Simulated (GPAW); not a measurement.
# La2O3 (P-62m) in GPAW: elastic constants with PBE+D3

Aim: the elastic constants of La2O3 with PBE+D3.

Everything below comes from runs of GPAW 26.7.0. Logs are shortened: lines on timing, memory, paths and dates and some standing lists are left out, and cuts for length are marked. The log counts tension as positive stress, the text compression.

## (1) Starting point

It takes space group P-62m (No. 189, hexagonal). Conventional cell: a = 6.267 Å, b = 6.267 Å, c = 3.300 Å, α = 90.00°, β = 90.00°, γ = 120.00°. La (site symmetry -6) has 6 O at 2.45 Å as nearest neighbours. O (site symmetry m2m) has 4 La at 2.45 Å as nearest neighbours.

The cell comes from a database or a generator and needn't be the stable form of this composition.

## (2) Elastic constants, PBE+D3, 22.45 Å³/atom

run.py

```python
import json
import numpy as np
import spglib
from ase.calculators.mixing import SumCalculator
from ase.constraints import FixSymmetry
from ase.filters import FrechetCellFilter
from ase.io import read, write
from ase.optimize import BFGS
from ase.stress import full_3x3_to_voigt_6_stress, voigt_6_to_full_3x3_strain, voigt_6_to_full_3x3_stress
from ase.units import GPa
from dftd3.ase import DFTD3
from gpaw import GPAW, PW

atoms = read('La2O3.cif')

calc = GPAW(mode=PW(800),
            xc='PBE',
            kpts={'size': (4, 4, 7), 'gamma': True},
            occupations={'name': 'fermi-dirac', 'width': 0.05},
            nbands=42,
            convergence={'density': 1e-06, 'eigenstates': 1e-09},
            eigensolver={'name': 'davidson', 'niter': 2},
            maxiter=60,
            symmetry={'tolerance': 0.001},
            txt='gpaw.txt')
atoms.calc = SumCalculator([calc, DFTD3(method='pbe', damping='d3zero')])
atoms.set_constraint(FixSymmetry(atoms))
BFGS(FrechetCellFilter(atoms), trajectory='relax.traj', logfile='-').run(fmax=0.005, steps=40)
atoms.set_constraint()
energy = atoms.get_potential_energy()
forces = atoms.get_forces()
stress = atoms.get_stress()
calc.write('gs.gpw')
write('result.traj', atoms)
print('Cell:', atoms.cell.cellpar().round(4))
print(atoms.get_scaled_positions().round(5))

gpts = tuple(int(n) for n in calc.get_number_of_grid_points())
cell = atoms.cell[:].T
dataset = spglib.get_symmetry((atoms.cell[:], atoms.get_scaled_positions(), atoms.numbers), symprec=1e-4)
rotations = [cell @ w @ np.linalg.inv(cell) for w in dataset['rotations']]
strains, clamped, relaxed = [], [], []
for v in [0, 2, 3]:
    for e in (-0.005, 0.005):
        voigt = np.zeros(6)
        voigt[v] = e
        F = voigt_6_to_full_3x3_strain(voigt)
        a = atoms.copy()
        a.set_cell(atoms.cell[:] @ F, scale_atoms=True)
        c = GPAW(mode=PW(800),
                 xc='PBE',
                 kpts={'size': (4, 4, 7), 'gamma': True},
                 occupations={'name': 'fermi-dirac', 'width': 0.05},
                 nbands=42,
                 convergence={'density': 1e-06, 'eigenstates': 1e-09},
                 eigensolver={'name': 'davidson', 'niter': 2},
                 maxiter=60,
                 symmetry={'tolerance': 0.001},
                 gpts=gpts,
                 txt=f'strain-{v}{e:+.3f}.txt')
        a.calc = SumCalculator([c, DFTD3(method='pbe', damping='d3zero')])
        s0 = s1 = a.get_stress() - stress
        BFGS(a, logfile=None).run(fmax=0.003, steps=25)
        s1 = a.get_stress() - stress
        print(v, e, 'clamped', (s0 / GPa).round(3), 'relaxed', (s1 / GPa).round(3), flush=True)
        for R in rotations:  # images under the point group
            eps = R @ (F - np.eye(3)) @ R.T
            strains.append(full_3x3_to_voigt_6_stress(eps) * [1, 1, 1, 2, 2, 2])
            for s, rows in ((s0, clamped), (s1, relaxed)):
                rows.append(full_3x3_to_voigt_6_stress(R @ voigt_6_to_full_3x3_stress(s) @ R.T))

C0, C = (np.linalg.lstsq(np.array(strains), np.array(s), rcond=None)[0].T / GPa for s in (clamped, relaxed))
print('Clamped-ion Cij (GPa):')
print(C0.round(1))
print('Relaxed-ion Cij (GPa):')
print(C.round(1))
json.dump({'clamped': C0.tolist(), 'relaxed': C.tolist()}, open('elastic.json', 'w'))
```

La2O3.cif

```cif
data_La2O3
_cell_length_a 6.26678028
_cell_length_b 6.26678028
_cell_length_c 3.29976600
_cell_angle_alpha 90.00000000
_cell_angle_beta 90.00000000
_cell_angle_gamma 120.00000000
_space_group_name_H-M_alt 'P1'
_space_group_name_Hall 'P 1'
_space_group_IT_number 1
loop_
_space_group_symop_operation_xyz
'x,y,z'
loop_
_atom_site_label
_atom_site_type_symbol
_atom_site_symmetry_multiplicity
_atom_site_Wyckoff_symbol
_atom_site_fract_x
_atom_site_fract_y
_atom_site_fract_z
_atom_site_occupancy
La1 La 1 a 0.6666666667 0.3333333333 0.5000000000 1
La2 La 1 a 0.3333333333 0.6666666667 0.5000000000 1
O1 O 1 a 0.5080139900 0.0000000000 0.0000000000 1
O2 O 1 a 0.0000000000 0.5080139900 0.0000000000 1
O3 O 1 a 0.4919860100 0.4919860100 0.0000000000 1
```

Potentials or basis: GPAW PAW data sets (gpaw-data 1.2.1), pw.

Run with:

```console
$ OMP_NUM_THREADS=1 python run.py
```

gpaw.txt:

```text
__  _  _
 | _ |_)|_||  |
 |__||  | ||/\| - 26.7.0

Input parameters:
  mode=PW(ecut=800.0),
  convergence={'density': 1e-06, 'eigenstates': 1e-09},
  eigensolver=Davidson(niter=2),
  kpts=MonkhorstPack(size=(4, 4, 7), gamma=True),
  maxiter=60,
  nbands=42,
  occupations=Occupations(name='fermi-dirac', width=0.05),
  symmetry=Symmetry(tolerance=0.001),
  xc=XC(name='PBE')

Diagonalizing LCAO Hamiltonian
Converting LCAO to pw mode

              La
                    La
         O       O

                   O

Atoms  # Å, Bohr magnetons
|   | symbol |         x |         y |         z |    initial magnetic moments |
|---|--------|-----------|-----------|-----------|-----------------------------|
| 0 |     La |  3.133390 |  1.809064 |  1.649883 | ( 0.0000,  0.0000,  0.0000) |
| 1 |     La |  0.000000 |  3.618127 |  1.649883 | ( 0.0000,  0.0000,  0.0000) |
| 2 |      O |  3.183612 | -0.000000 | -0.000000 | ( 0.0000,  0.0000,  0.0000) |
| 3 |      O | -1.591806 |  2.757089 | -0.000000 | ( 0.0000,  0.0000,  0.0000) |
| 4 |      O |  1.541584 |  2.670102 | -0.000000 | ( 0.0000,  0.0000,  0.0000) |

Unit cell  # Å
| periodic |         x |        y |        z |  lengths |     angles |
|----------|-----------|----------|----------|----------|------------|
|      yes |  6.266780 | 0.000000 | 0.000000 | 6.266780 |  90.000000 |
|      yes | -3.133390 | 5.427191 | 0.000000 | 6.266780 |  90.000000 |
|      yes |  0.000000 | 0.000000 | 3.299766 | 3.299766 | 120.000000 |

Number of symmetries: 12
Symmetry operations  # r_c * U_cc + t_c -> r_c
|    | kind |            matrix            |
|----|------|------------------------------|
|  0 |  E   |  1, 0, 0,  0, 1, 0,  0, 0, 1 |
|  1 |  σ   |  1, 0, 0,  0, 1, 0,  0, 0,-1 |
|  2 |  σ   |  1, 0, 0, -1,-1, 0,  0, 0, 1 |
|  3 |  C2  |  1, 0, 0, -1,-1, 0,  0, 0,-1 |
|  4 |  σ   |  0, 1, 0,  1, 0, 0,  0, 0, 1 |
|  5 |  C2  |  0, 1, 0,  1, 0, 0,  0, 0,-1 |
|  6 |  C3  |  0, 1, 0, -1,-1, 0,  0, 0, 1 |
|  7 |  S3  |  0, 1, 0, -1,-1, 0,  0, 0,-1 |
|  8 |  C3  | -1,-1, 0,  1, 0, 0,  0, 0, 1 |
[... 137 lines left out ...]
SCF iterations
|iter     | |      energy | eigst |  dens |
|---------|-|-------------|-------|-------|
|iter:   1| |  -46.437372 | -0.25 |       |
|iter:   2| |  -44.719764 | -0.72 | -0.83 |
|iter:   3| |  -41.040126 | +0.10 | -0.88 |
|iter:   4| |  -40.959189 | -1.59 | -1.35 |
|iter:   5| |  -40.968531 | -2.18 | -1.57 |
|iter:   6| |  -40.965021c| -2.57 | -2.31 |
|iter:   7| |  -40.965680c| -3.07 | -2.75 |
|iter:   8| |  -40.965649c| -3.84 | -3.09 |
|iter:   9| |  -40.965646c| -4.81 | -3.47 |
|iter:  10| |  -40.965643c| -5.62 | -3.97 |
|iter:  11| |  -40.965644c| -6.14 | -4.61 |
|iter:  12| |  -40.965644c| -6.79 | -4.88 |
|iter:  13| |  -40.965644c| -7.41 | -5.28 |
|iter:  14| |  -40.965644c| -7.97 | -6.00c|
|iter:  15| |  -40.965644c| -8.57 | -6.57c|
|iter:  16| |  -40.965644c| -9.11c| -6.56c|
[... 74 lines left out ...]
Atoms  # Å, Bohr magnetons
|   | symbol |         x |         y |         z |    initial magnetic moments |
|---|--------|-----------|-----------|-----------|-----------------------------|
| 0 |     La |  3.135708 |  1.810402 |  1.649894 | ( 0.0000,  0.0000,  0.0000) |
| 1 |     La |  0.000000 |  3.620804 |  1.649894 | ( 0.0000,  0.0000,  0.0000) |
| 2 |      O |  3.185333 | -0.000000 | -0.000000 | ( 0.0000,  0.0000,  0.0000) |
| 3 |      O | -1.592666 |  2.758579 | -0.000000 | ( 0.0000,  0.0000,  0.0000) |
| 4 |      O |  1.543042 |  2.672627 | -0.000000 | ( 0.0000,  0.0000,  0.0000) |

Unit cell  # Å
| periodic |         x |         y |        z |  lengths |     angles |
|----------|-----------|-----------|----------|----------|------------|
|      yes |  6.271416 | -0.000000 | 0.000000 | 6.271416 |  90.000000 |
|      yes | -3.135708 |  5.431206 | 0.000000 | 6.271416 |  90.000000 |
|      yes | -0.000000 | -0.000000 | 3.299789 | 3.299789 | 120.000000 |

Number of symmetries: 12
[... 521 lines left out ...]
|  7 |  S3  |  0, 1, 0, -1,-1, 0,  0, 0,-1 |
|  8 |  C3  | -1,-1, 0,  1, 0, 0,  0, 0, 1 |
[... 193 lines left out ...]
Gap: 1.726 eV
Transition (v -> c):
  (s=0, k=3, n=19, [0.00, 0.00, 0.43]) -> (s=0, k=0, n=20, [0.00, 0.00, 0.00])
Direct/indirect transitions are different
Direct gap: 2.067 eV
Transition at: (s=0, k=0, n=19, [0.00, 0.00, 0.00])

Stress tensor  # eV/Ang^3
|         x |         y |        z |
|-----------|-----------|----------|
| -0.006359 |  0.000000 | 0.000000 |
|  0.000000 | -0.006359 | 0.000000 |
|  0.000000 |  0.000000 | 0.000113 |

Forces  # eV/Ang
|        x |        y |       z |
|----------|----------|---------|
|  0.00000 |  0.00000 | 0.00000 |  # La   0
|  0.00000 |  0.00000 | 0.00000 |  # La   1
| -0.04399 |  0.00000 | 0.00000 |  # O    2
|  0.02200 | -0.03810 | 0.00000 |  # O    3
|  0.02200 |  0.03810 | 0.00000 |  # O    4
[... 9 lines left out ...]
Atoms  # Å, Bohr magnetons
|   | symbol |         x |         y |         z |    initial magnetic moments |
|---|--------|-----------|-----------|-----------|-----------------------------|
| 0 |     La |  3.172029 |  1.831372 |  1.641523 | ( 0.0000,  0.0000,  0.0000) |
| 1 |     La |  0.000000 |  3.662743 |  1.641523 | ( 0.0000,  0.0000,  0.0000) |
| 2 |      O |  3.203041 | -0.000000 | -0.000000 | ( 0.0000,  0.0000,  0.0000) |
| 3 |      O | -1.601520 |  2.773915 | -0.000000 | ( 0.0000,  0.0000,  0.0000) |
| 4 |      O |  1.570508 |  2.720200 | -0.000000 | ( 0.0000,  0.0000,  0.0000) |

Unit cell  # Å
| periodic |         x |         y |         z |  lengths |     angles |
|----------|-----------|-----------|-----------|----------|------------|
|      yes |  6.344057 |  0.000000 | -0.000000 | 6.344057 |  90.000000 |
|      yes | -3.172029 |  5.494115 |  0.000000 | 6.344057 |  90.000000 |
|      yes | -0.000000 | -0.000000 |  3.283045 | 3.283045 | 120.000000 |

Number of symmetries: 12
Symmetry operations  # r_c * U_cc + t_c -> r_c
|    | kind |            matrix            |
|----|------|------------------------------|
|  0 |  E   |  1, 0, 0,  0, 1, 0,  0, 0, 1 |
|  1 |  σ   |  1, 0, 0,  0, 1, 0,  0, 0,-1 |
|  2 |  σ   |  1, 0, 0, -1,-1, 0,  0, 0, 1 |
|  3 |  C2  |  1, 0, 0, -1,-1, 0,  0, 0,-1 |
|  4 |  σ   |  0, 1, 0,  1, 0, 0,  0, 0, 1 |
|  5 |  C2  |  0, 1, 0,  1, 0, 0,  0, 0,-1 |
|  6 |  C3  |  0, 1, 0, -1,-1, 0,  0, 0, 1 |
|  7 |  S3  |  0, 1, 0, -1,-1, 0,  0, 0,-1 |
|  8 |  C3  | -1,-1, 0,  1, 0, 0,  0, 0, 1 |
[... 137 lines left out ...]
SCF iterations
|iter     | |      energy | eigst |  dens |
|---------|-|-------------|-------|-------|
|iter:   1| |  -41.098663 |       |       |
|iter:   2| |  -41.087270 | -2.18 |
[... cut ...]
         -0.414436
  External:          0.000000
  Xc:              -42.767572
  Entropy:          -0.000000
  Spinorbit:         0.000000
  ----------------------------
  Free energy:     -40.999451
  Extrapolated:    -40.999451
[... 59 lines left out ...]
Atoms  # Å, Bohr magnetons
|   | symbol |         x |         y |         z |    initial magnetic moments |
|---|--------|-----------|-----------|-----------|-----------------------------|
| 0 |     La |  3.168719 |  1.829461 |  1.642198 | ( 0.0000,  0.0000,  0.0000) |
| 1 |     La |  0.000000 |  3.658922 |  1.642198 | ( 0.0000,  0.0000,  0.0000) |
| 2 |      O |  3.167872 | -0.000000 | -0.000000 | ( 0.0000,  0.0000,  0.0000) |
| 3 |      O | -1.583936 |  2.743457 | -0.000000 | ( 0.0000,  0.0000,  0.0000) |
| 4 |      O |  1.584783 |  2.744925 | -0.000000 | ( 0.0000,  0.0000,  0.0000) |

Unit cell  # Å
| periodic |         x |        y |         z |  lengths |     angles |
|----------|-----------|----------|-----------|----------|------------|
|      yes |  6.337438 | 0.000000 | -0.000000 | 6.337438 |  90.000000 |
|      yes | -3.168719 | 5.488382 |  0.000000 | 6.337438 |  90.000000 |
|      yes | -0.000000 | 0.000000 |  3.284397 | 3.284397 | 120.000000 |

Number of symmetries: 24
Symmetry operations  # r_c * U_cc + t_c -> r_c
|    | kind |            matrix            |
|----|------|------------------------------|
|  0 |  σ   |  1, 1, 0,  0,-1, 0,  0, 0, 1 |
|  1 |  C2  |  1, 1, 0,  0,-1, 0,  0, 0,-1 |
|  2 |  C6  |  1, 1, 0, -1, 0, 0,  0, 0, 1 |
|  3 |  S6  |  1, 1, 0, -1, 0, 0,  0, 0,-1 |
|  4 |  E   |  1, 0, 0,  0, 1, 0,  0, 0, 1 |
|  5 |  σ   |  1, 0, 0,  0, 1, 0,  0, 0,-1 |
|  6 |  σ   |  1, 0, 0, -1,-1, 0,  0, 0, 1 |
|  7 |  C2  |  1, 0, 0, -1,-1, 0,  0, 0,-1 |
|  8 |  σ   |  0, 1, 0,  1, 0, 0,  0, 0, 1 |
[... 239 lines left out ...]
Atoms  # Å, Bohr magnetons
|   | symbol |         x |         y |         z |    initial magnetic moments |
|---|--------|-----------|-----------|-----------|-----------------------------|
| 0 |     La |  3.169435 |  1.829874 |  1.642935 | ( 0.0000,  0.0000,  0.0000) |
| 1 |     La |  0.000000 |  3.659749 |  1.642935 | ( 0.0000,  0.0000,  0.0000) |
| 2 |      O |  3.167496 | -0.000000 | -0.000000 | ( 0.0000,  0.0000,  0.0000) |
| 3 |      O | -1.583748 |  2.743132 | -0.000000 | ( 0.0000,  0.0000,  0.0000) |
| 4 |      O |  1.585687 |  2.746491 | -0.000000 | ( 0.0000,  0.0000,  0.0000) |

Unit cell  # Å
| periodic |         x |        y |         z |  lengths |     angles |
|----------|-----------|----------|-----------|----------|------------|
|      yes |  6.338871 | 0.000000 | -0.000000 | 6.338871 |  90.000000 |
|      yes | -3.169435 | 5.489623 | -0.000000 | 6.338871 |  90.000000 |
|      yes | -0.000000 | 0.000000 |  3.285869 | 3.285869 | 120.000000 |

Number of symmetries: 24
Symmetry operations  # r_c * U_cc + t_c -> r_c
|    | kind |            matrix            |
|----|------|------------------------------|
|  0 |  σ   |  1, 1, 0,  0,-1, 0,  0, 0, 1 |
|  1 |  C2  |  1, 1, 0,  0,-1, 0,  0, 0,-1 |
|  2 |  C6  |  1, 1, 0, -1, 0, 0,  0, 0, 1 |
|  3 |  S6  |  1, 1, 0, -1, 0, 0,  0, 0,-1 |
|  4 |  E   |  1, 0, 0,  0, 1, 0,  0, 0, 1 |
|  5 |  σ   |  1, 0, 0,  0, 1, 0,  0, 0,-1 |
|  6 |  σ   |  1, 0, 0, -1,-1, 0,  0, 0, 1 |
|  7 |  C2  |  1, 0, 0, -1,-1, 0,  0, 0,-1 |
|  8 |  σ   |  0, 1, 0,  1, 0, 0,  0, 0, 1 |
[... 219 lines left out ...]
Forces  # eV/Ang
|        x |        y |       z |
|----------|----------|---------|
|  0.00000 |  0.00000 | 0.00000 |  # La   0
| -0.00000 |  0.00000 | 0.00000 |  # La   1
|  0.00000 |  0.00000 | 0.00000 |  # O    2
| -0.00000 |  0.00000 | 0.00000 |  # O    3
| -0.00000 | -0.00000 | 0.00000 |  # O    4

# Writing to gs.gpw (mode='')
```

It took 21 min on 1 thread of Intel Xeon 6975P-C (Granite Rapids), shared host; peak memory 1.3 GiB.

What came out:

| Item | Value |
| --- | --- |
| Free energy | -41.6783 eV |
| Relaxed volume | 22.87 Å³/atom |
| Relaxed cell | a = 6.339 Å, b = 6.339 Å, c = 3.286 Å, α = 90.00°, β = 90.00°, γ = 120.00° |
| Space group after relaxing (to 0.05 Å) | P6/mmm (No. 191) |
| Pressure after relaxing | 0.0 GPa |
| Band gap on the k mesh | 1.70 eV, indirect (least direct gap 2.05 eV) |
| Voigt bulk modulus | 95 GPa |
| Bulk modulus (Hill) | 90 GPa |
| Shear modulus (Hill) | 27 GPa |
| Young's modulus | 73 GPa |
| Poisson's ratio (from the elastic constants) | 0.36 |
| Dispersion energy per atom | -0.134 eV |

Caveat: one-centre terms of the f shell are cut off; the density grid can change from cell to cell, which puts small steps into energies and stress; spin-orbit coupling is left out, which moves the levels of the heavy elements; an odd mesh through Γ misses points on the zone boundary, where band edges often lie.
